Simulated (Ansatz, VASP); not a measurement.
# HfN: VASP beside Ansatz

```
Hf N
1.0
     0.00000    2.25900    2.25900
     2.25900    0.00000    2.25900
     2.25900    2.25900    0.00000
Hf N
1 1
Direct
  0.00000 0.00000 0.00000
  0.50000 0.50000 0.50000
```

Alike in both runs: task single point; functional PBEsol; k mesh 10 × 10 × 10; occupations fermi-dirac, width 0.03 eV; no spin polarisation.

```csv
,VASP,Ansatz
version,VASP 6.6.1,Ansatz 0.2.0
potentials or method,"VASP PAW PBE potentials, release 64 (Hf_pv, N), cutoff 520 eV","all-electron LAPW, scalar-relativistic"
```

|  | VASP | Ansatz | Ansatz less VASP |
| --- | --- | --- | --- |
| pressure (GPa) | -5.2 | -3.0 | +2.20 |

Ansatz ran all-electron here, so the differences hold the error of VASP's frozen core and of both bases.

Caveats: the PAW data sets were made with another functional, which shifts forces and pressure a little (VASP). The runs have no spin-orbit coupling, so splittings on Hf are missing.
